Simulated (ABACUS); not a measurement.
# Ta (Im-3m) in ABACUS: notebook

Runs on Ta. Level: PBE. Tasks: band structure, equation of state.

Program: ABACUS 3.10.1. These are calculated values, not measurements. Logs are shortened: lines on timing, memory, paths and dates and some standing lists are left out, and cuts for length are marked.

**The experiment to reproduce.**

From “Pressure effects on the electronic structure and superconductivity of (TaNb)0.67(HfZrTi)0.33 high entropy alloy”, 2019, arxiv:1910.08312, for a bulk crystal of Ta: bulk modulus 194 GPa.

The runs below are set against these values where they give the same quantity.

## (1) Starting point

Symmetry: Im-3m, No. 229, cubic system. The conventional cell has a = 3.303 Å, b = 3.303 Å, c = 3.303 Å, α = 90.00°, β = 90.00°, γ = 90.00°. Around Ta (site symmetry m-3m) lie 8 Ta at 2.86 Å.

## (2) Band structure, PBE

File INPUT:

```
INPUT_PARAMETERS
suffix              Ta
calculation         nscf
basis_type          pw
pseudo_dir          ./
symmetry            -1
dft_functional      pbe
ecutwfc             55.0
pseudo_rcut         10
nspin               1
nbands              17
ks_solver           dav
smearing_method     fd
smearing_sigma      0.00367493
scf_thr             1e-08
scf_nmax            100
mixing_type         broyden
mixing_beta         0.7
ecutrho             440.0
init_chg            file
pw_diag_thr         1e-07
out_band            1
kpar                4
```

File STRU:

```
ATOMIC_SPECIES
Ta 180.9479 Ta_pbe_v1.uspp.F.UPF

LATTICE_CONSTANT
1.8897261246

LATTICE_VECTORS
-1.6512800000 1.6512800000 1.6512800000
1.6512800000 -1.6512800000 1.6512800000
1.6512800000 1.6512800000 -1.6512800000

ATOMIC_POSITIONS
Direct

Ta
0.0
1
0.0000000000 0.0000000000 0.0000000000 1 1 1
```

File KPT:

```
K_POINTS
8
Line
0.00000000 0.00000000 0.00000000 10 // G
0.50000000 -0.50000000 0.50000000 10 // H
0.00000000 0.00000000 0.50000000 10 // N
0.00000000 0.00000000 0.00000000 10 // G
0.25000000 0.25000000 0.25000000 10 // P
0.50000000 -0.50000000 0.50000000 1 // H
0.25000000 0.25000000 0.25000000 10 // P
0.00000000 0.00000000 0.50000000 1 // N
```

Potentials or basis: SSSP 1.3 efficiency PBE, plane waves.

The run is started by

```
> OMP_NUM_THREADS=1 mpirun -np 4 abacus > log
```

running log:

```text
ABACUS v3.10.1

               Atomic-orbital Based Ab-initio Computation at UStc

 ------------------------------------------------------------------------------------

 READING GENERAL INFORMATION
                           global_out_dir = OUT.Ta/
                           global_in_card = INPUT
                               pseudo_dir = ./
                              orbital_dir =
                                    DSIZE = 4
                                    GSIZE = 1

 READING UNITCELL INFORMATION
                                    ntype = 1
                  lattice constant (Bohr) = 1.88973
              lattice constant (Angstrom) = 1

 READING ATOM TYPE 1
                               atom label = Ta
                      L=0, number of zeta = 1
                      L=1, number of zeta = 1
                      L=2, number of zeta = 1
             number of atom for this type = 1

                        TOTAL ATOM NUMBER = 1
DIRECT COORDINATES
    atom                   x                   y                   z     mag                  vx                  vy                  vz
taud_Ta1            0.0000000000        0.0000000000        0.0000000000  0.0000        0.0000000000        0.0000000000        0.0000000000

                          Volume (Bohr^3) = 121.54
                             Volume (A^3) = 18.0103

 Lattice vectors: (Cartesian coordinate: in unit of a_0)
             -1.65128            +1.65128            +1.65128
             +1.65128            -1.65128            +1.65128
             +1.65128            +1.65128            -1.65128
 Reciprocal vectors: (Cartesian coordinate: in unit of 2 pi/a_0)
                   +0           +0.302795           +0.302795
            +0.302795                  +0           +0.302795
            +0.302795           +0.302795                  +0
 The esolver type has been set to : ksdft_pw

                PAO radial cut off (Bohr) = 10

 Read in pseudopotential file is Ta_pbe_v1.uspp.F.UPF
                     pseudopotential type = US
          exchange-correlation functional = PBE
                 nonlocal core correction = 1
                        valence electrons = 13
                                     lmax = 3
                           number of zeta = 5
                     number of projectors = 7
                           L of projector = 0
                           L of projector = 0
                           L of projector = 1
                           L of projector = 1
                           L of projector = 2
                           L of projector = 2
                           L of projector = 3
     initial pseudo atomic orbital number = 13

 SETUP THE ELECTRONS NUMBER
            electron number of element Ta = 13
      total electron number of element Ta = 13
            AUTOSET number of electrons:  = 13
                           occupied bands = 7
                                   NBANDS = 17
                                   NLOCAL = 9

%%%%%%%%%%%%%%%%%%%%%%%%%%%%%%%%%%%%%%%%%%%%%%%%%%%%%%%%%%%%%%%%%%%%%%%%%%%%%%%%%%%%%%%%%%%%%%%%%%%%%%%%%%
 Warning: the number of valence electrons in pseudopotential > 5 for Ta: [Xe] 4f14 5d3 6s2
 Pseudopotentials with additional electrons can yield (more) accurate outcomes, but may be less efficient.
 If you're confident that your chosen pseudopotential is appropriate, you can safely ignore this warning.
%%%%%%%%%%%%%%%%%%%%%%%%%%%%%%%%%%%%%%%%%%%%%%%%%%%%%%%%%%%%%%%%%%%%%%%%%%%%%%%%%%%%%%%%%%%%%%%%%%%%%%%%%%

 SETUP THE PLANE WAVE BASIS
 energy cutoff for charge/potential (unit:Ry) = 220
            fft grid for charge/potential = [ 25, 25, 25 ]
                        fft grid division = [ 1, 1, 1 ]
        big fft grid for charge/potential = [ 40, 40, 40 ]
                                     nbxx = 64000
                                     nrxx = 15625

 SETUP PLANE WAVES FOR CHARGE/POTENTIAL
                    number of plane waves = 6699
                         number of sticks = 483

 PARALLEL PW FOR CHARGE/POTENTIAL
     PROC   COLUMNS(POT)             PW
        1            483           6699
 --------------- sum -------------------
        1            483           6699
                            number of |g| = 102
                                  max |g| = 19.804
                                  min |g| = 0

 energy cutoff for dense charge/potential (unit:Ry) = 440
      fft grid for dense charge/potential = [ 40, 40, 40 ]
                                     nrxx = 64000

 SETUP PLANE WAVES FOR dense CHARGE/POTENTIAL
                    number of plane waves = 19069
                         number of sticks = 969

 PARALLEL PW FOR dense CHARGE/POTENTIAL
     PROC   COLUMNS(POT)             PW
        1            969          19069
 --------------- sum -------------------
        1            969          19069
                            number of |g| = 202
                                  max |g| = 39.7913
                                  min |g| = 0

----------- Double Check Mixing Parameters Begin ------------
mixing_type: broyden
mixing_beta: 0.7
mixing_gg0: 1
mixing_gg0_min: 0.1
mixing_ndim: 8
----------- Double Check Mixing Parameters End ------------

 SETUP K-POINTS
                                    nspin = 1
                                   nkstot = 62
K-POINTS DIRECT COORDINATES
 KPOINTS    DIRECT_X    DIRECT_Y    DIRECT_Z  WEIGHT
       1  0.00000000  0.00000000  0.00000000  1.0000
       2  0.05000000 -0.05000000  0.05000000  1.0000
       3  0.10000000 -0.10000000  0.10000000  1.0000
       4  0.15000000 -0.15000000  0.15000000  1.0000
       5  0.20000000 -0.20000000  0.20000000  1.0000
       6  0.25000000 -0.25000000  0.25000000  1.0000
[... 22 lines left out ...]
      29  0.00000000  0.00000000  0.10000000  1.0000
      30  0.00000000  0.00000000  0.05000000  1.0000
[... 32 further k points ...]

           k-point number in this process = 16
       minimum distributed K point number = 15

[... K-POINTS CARTESIAN COORDINATES: 16 rows ...]

[... K-POINTS DIRECT COORDINATES: 16 rows ...]

 SETUP PLANE WAVES FOR WAVE FUNCTIONS
     energy cutoff for wavefunc (unit:Ry) = 55
              fft grid for wave functions = [ 25, 25, 25 ]
                    number of plane waves = 1205
                         number of sticks = 155

 PARALLEL PW FOR WAVE FUNCTIONS
     PROC   COLUMNS(POT)             PW
        1            155           1205
 --------------- sum -------------------
        1            155           1205

 SETUP NONLOCAL PSEUDOPOTENTIALS IN PLANE WAVE BASIS
 Ta non-local projectors:
 projector 1 L=0
 projector 2 L=0
 projector 3 L=1
 projector 4 L=1
 projector 5 L=2
 projector 6 L=2
 projector 7 L=3
      TOTAL NUMBER OF NONLOCAL PROJECTORS = 25

 Init Non-Local PseudoPotential table :
 Init Non-Local-Pseudopotential done.

                                     npwx = 887

 Make real space PAO into reciprocal space.
       max mesh points in Pseudopotential = 743
     dq(describe PAO in reciprocal space) = 0.01
                                    max q = 894

 number of pseudo atomic orbitals for Ta is 5
WARNING: norm of atomic wavefunction # 3 of atomic type Ta is 0.999925, renormalized
WARNING: norm of atomic wavefunction # 4 of atomic type Ta is 0.999835, renormalized
WARNING: norm of atomic wavefunction # 5 of atomic type Ta is 0.986964, renormalized

 -------------------------------------------
 NONSELF-CONSISTENT
 -------------------------------------------
                                 init_chg = file
 try to read charge from file
 Read in the charge density: OUT.Ta//Ta-CHARGE-DENSITY.restart

 PW ALGORITHM --------------- ION=   1  ELEC=   1--------------------------------
 k(1/62) Iter steps (avg)=10 threshold=1e-07
 k(2/62) Iter steps (avg)=12 threshold=1e-07
 k(3/62) Iter steps (avg)=11 threshold=1e-07
 k(4/62) Iter steps (avg)=11 threshold=1e-07
 k(5/62) Iter steps (avg)=15 threshold=1e-07
 k(6/62) Iter steps (avg)=9 threshold=1e-07
 k(7/62) Iter steps (avg)=12 threshold=1e-07
 k(8/62) Iter steps (avg)=11 threshold=1e-07
 k(9/62) Iter steps (avg)=11 threshold=1e-07
 k(10/62) Iter steps (avg)=13 threshold=1e-07
 k(11/62) Iter steps (avg)=12 threshold=1e-07
 k(12/62) Iter steps (avg)=17 threshold=1e-07
 k(13/62) Iter steps (avg)=14 threshold=1e-07
 k(14/62) Iter steps (avg)=11 threshold=1e-07
 k(15/62) Iter steps (avg)=11 threshold=1e-07
 k(16/62) Iter steps (avg)=12 threshold=1e-07
[... levels at 16 k points of this process ...]

 Density error is 0.00000000000
                          Error Threshold = 1.00000000000e-07
----------------------------------------------------------
     Energy           Rydberg                 eV
----------------------------------------------------------
 E_KohnSham     -141.9293313539      -1931.0476197437
 E_KS(sigma->0) -141.9285686604      -1931.0372427662
 E_Harris       -141.9293313539      -1931.0476197437
 E_band         -7.6799254650        -104.4907465397
 E_one_elec     -15.2459287340       -207.4315020850
 E_Hartree      14.1381071546        192.3588162365
 E_xc           -42.2721609638       -575.1422558812
 E_Ewald        -98.5478234236       -1340.8119240590
 E_entropy(-TS) -0.0015253870        -0.0207539550
 E_descf        0.0000000000         0.0000000000
 E_exx          0.0000000000         0.0000000000
 E_Fermi        1.4193508942         19.3112596220
----------------------------------------------------------

 charge density convergence is achieved
 final etot is -1931.0476197 eV
 EFERMI = 19.311259622 eV

 STATE ENERGY(eV) AND OCCUPATIONS    NSPIN == 1
 1/16 kpoint (Cartesian) = 0.0000 0.0000 0.0000 (887 pws)
       1       -48.5154      0.0322581
       2       -14.4336      0.0322581
       3       -14.4336      0.0322581
       4       -14.4336      0.0322581
       5        10.7087      0.0322581
       6        19.3672     0.00793840
[... 9 lines left out ...]
      16        46.7404        0.00000
      17        46.7404        0.00000

 2/16 kpoint (Cartesian) = 0.0000 0.030280 0.0000 (847 pws)
       1       -48.5098      0.0322581
       2       -14.4766      0.0322581
       3       -14.4529      0.0322581
       4       -14.4529      0.0322581
       5        10.9318      0.0322581
       6        19.3341      0.0125115
[... 9 lines left out ...]
      16        46.5456        0.00000
      17        46.5456        0.00000

 3/16 kpoint (Cartesian) = 0.0000 0.060559 0.0000 (843 pws)
       1       -48.4938      0.0322581
       2       -14.5938      0.0322581
       3       -14.5091      0.0322581
       4       -14.5091      0.0322581
       5        11.5740      0.0322581
       6        19.2765      0.0215254
[... 9 lines left out ...]
      16        45.8097        0.00000
      17        45.8184        0.00000

 4/16 kpoint (Cartesian) = 0.0000 0.090839 0.0000 (847 pws)
       1       -48.4693      0.0322581
       2       -14.7549      0.0322581
       3       -14.5975      0.0322581
       4       -14.5975      0.0322581
       5        12.5550      0.0322581
       6        19.2895      0.0195878
[... 9 lines left out ...]
      16        44.3458        0.00000
      17        47.3769        0.00000

 5/16 kpoint (Cartesian) = 0.0000 0.12112 0.0000 (847 pws)
       1       -48.4395      0.0322581
       2       -14.9233      0.0322581
       3       -14.7100      0.0322581
       4       -14.7100      0.0322581
       5        13.7388      0.0322581
       6        18.8426      0.0322553
[... 9 lines left out ...]
      16        42.6523        0.00000
      17        49.5868        0.00000

 6/16 kpoint (Cartesian) = 0.0000 0.15140 0.0000 (843 pws)
       1       -48.4077      0.0322581
       2       -15.0677      0.0322581
       3       -14.8361      0.0322581
       4       -14.8361      0.0322581
       5        14.9050      0.0322581
       6        17.6867      0.0322581
[... 9 lines left out ...]
      16        42.9042        0.00000
      17        48.4350        0.00000

[... levels at 10 further k points ...]

 --------------------------------------------
 !FINAL_ETOT_IS -1931.047619743724 eV
 --------------------------------------------

 Output bands in file: OUT.Ta/BANDS_1.dat
```

It took 2.6 s on 4 MPI ranks of Intel Xeon Platinum 8375C at 2.90GHz (Ice Lake), shared host; peak memory 0.68 GiB.

Levels at the corners of the path, in eV from the Fermi level:
```tsv
point	band 3	band 4	band 5	band 6	band 7	band 8	band 9
Γ	-33.12	-33.12	-7.98	0.68	0.68	0.68	3.96
H	-33.94	-33.94	-3.86	-3.86	6.79	6.79	6.79
N	-33.50	-33.13	-4.44	-1.60	1.51	3.84	4.87
Γ	-33.12	-33.12	-7.98	0.68	0.68	0.68	3.96
P	-33.71	-33.71	-1.29	-1.29	-1.29	5.04	5.04
H	-33.94	-33.94	-3.86	-3.86	6.79	6.79	6.79
P	-33.71	-33.71	-1.29	-1.29	-1.29	5.04	5.04
N	-33.50	-33.13	-4.44	-1.60	1.51	3.84	4.87
```

Caveat: the density is read from an earlier self-consistent run, whose mesh may be coarse; spin-orbit coupling is left out, which moves the levels of the heavy elements.

## (3) Equation of state, PBE, 16.93 Å³/atom (volume scaled by 0.94)

File INPUT:

```
INPUT_PARAMETERS
suffix              Ta
calculation         scf
basis_type          pw
pseudo_dir          ./
symmetry            1
dft_functional      pbe
ecutwfc             55
pseudo_rcut         10
nspin               1
nbands              11
ks_solver           dav
smearing_method     fd
smearing_sigma      0.00367493
scf_thr             1e-08
scf_nmax            100
mixing_type         broyden
mixing_beta         0.7
cal_force           1
cal_stress          1
ecutrho             440
kpar                4
```

File STRU:

```
ATOMIC_SPECIES
Ta 180.9479 Ta_pbe_v1.uspp.F.UPF

LATTICE_CONSTANT
1.8897261246

LATTICE_VECTORS
-1.6175709496 1.6175709496 1.6175709496
1.6175709496 -1.6175709496 1.6175709496
1.6175709496 1.6175709496 -1.6175709496

ATOMIC_POSITIONS
Cartesian

Ta
0.0
1
0.0000000000 0.0000000000 0.0000000000 1 1 1
```

File KPT:

```
K_POINTS
0
Gamma
9 9 9 0 0 0
```

Potentials or basis: SSSP 1.3 efficiency PBE, plane waves.

The run is started by

```
> OMP_NUM_THREADS=1 mpirun -np 4 abacus > log
```

Run time: 9.8 s. Hardware: 4 MPI ranks of Intel Xeon Platinum 8375C at 2.90GHz (Ice Lake), shared host; peak memory 0.68 GiB.

Results (log left out):

```yaml
Free_energy: -1930.3320 eV
Pressure: 16.2 GPa
Band_gap_on_the_k_mesh: none (metal or under the smearing width)
```

## (4) Equation of state, PBE, 17.65 Å³/atom (volume scaled by 0.98)

INPUT is that of step 3.

File STRU:

```
ATOMIC_SPECIES
Ta 180.9479 Ta_pbe_v1.uspp.F.UPF

LATTICE_CONSTANT
1.8897261246

LATTICE_VECTORS
-1.6401972500 1.6401972500 1.6401972500
1.6401972500 -1.6401972500 1.6401972500
1.6401972500 1.6401972500 -1.6401972500

ATOMIC_POSITIONS
Cartesian

Ta
0.0
1
0.0000000000 0.0000000000 0.0000000000 1 1 1
```

KPT is that of step 3.

The run is started by

```
> OMP_NUM_THREADS=1 mpirun -np 4 abacus > log
```

Wall time 11 s (4 MPI ranks of Intel Xeon Platinum 8375C at 2.90GHz (Ice Lake), shared host); peak memory 0.72 GiB.

It converged, with:

* Free energy: -1930.3836 eV
* Pressure: 7.0 GPa
* Band gap on the k mesh: none (metal or under the smearing width)

## (5) Equation of state, PBE, 18.37 Å³/atom (volume scaled by 1.02)

INPUT is that of step 4.

File STRU:

```
ATOMIC_SPECIES
Ta 180.9479 Ta_pbe_v1.uspp.F.UPF

LATTICE_CONSTANT
1.8897261246

LATTICE_VECTORS
-1.6622159478 1.6622159478 1.6622159478
1.6622159478 -1.6622159478 1.6622159478
1.6622159478 1.6622159478 -1.6622159478

ATOMIC_POSITIONS
Cartesian

Ta
0.0
1
0.0000000000 0.0000000000 0.0000000000 1 1 1
```

KPT is that of step 4.

The run is started by

```
> OMP_NUM_THREADS=1 mpirun -np 4 abacus > log
```

It took 12 s on 4 MPI ranks of Intel Xeon Platinum 8375C at 2.90GHz (Ice Lake), shared host; peak memory 0.72 GiB.

The run converged. Its results:

```
Free energy            : -1930.3979 eV
Pressure               : -0.5 GPa
Band gap on the k mesh : none (metal or under the smearing width)
```

## (6) Equation of state, PBE, 19.09 Å³/atom (volume scaled by 1.06)

INPUT is that of step 5.

File STRU:

```
ATOMIC_SPECIES
Ta 180.9479 Ta_pbe_v1.uspp.F.UPF

LATTICE_CONSTANT
1.8897261246

LATTICE_VECTORS
-1.6836662614 1.6836662614 1.6836662614
1.6836662614 -1.6836662614 1.6836662614
1.6836662614 1.6836662614 -1.6836662614

ATOMIC_POSITIONS
Cartesian

Ta
0.0
1
0.0000000000 0.0000000000 0.0000000000 1 1 1
```

KPT is that of step 5.

Potentials or basis: SSSP 1.3 efficiency PBE, plane waves.

The run is started by

```
> OMP_NUM_THREADS=1 mpirun -np 4 abacus > log
```

Wall time 12 s (4 MPI ranks of Intel Xeon Platinum 8375C at 2.90GHz (Ice Lake), shared host); peak memory 0.76 GiB.

The run converged. Its results:

| Property | Result |
| --- | --- |
| Free energy | -1930.3808 eV |
| Pressure | -7.0 GPa |
| Band gap on the k mesh | none (metal or under the smearing width) |

## (7) Equation of state, PBE

This step only gathers the single runs of the series.

Results:

| Property | Result |
| --- | --- |
| Equilibrium volume | 18.32 Å³/atom |
| Bulk modulus | 179 GPa |
| Pressure derivative of the bulk modulus | 3.5 (rough: it moves with the points fitted) |

Energy against volume, from the lowest point:
```tsv
volume (Å³/atom)	energy (meV/atom)
16.930	65.84
17.650	14.23
18.371	0.00
19.091	17.10
```

Spin-orbit coupling is left out, which matters for the levels of Ta. PBE usually gives volumes a little too large and moduli too small.

## (8) Comparison with measurements

Step 7. Measured bulk modulus of Ta: 194 GPa (quoted in “Pressure effects on the electronic structure and superconductivity of (TaNb)0.67(HfZrTi)0.33 high entropy alloy”, 2019, arxiv:1910.08312). This calculation gives 179 GPa (-7.7 %). The fit is for a static lattice scaled at fixed shape and fixed fractional positions.
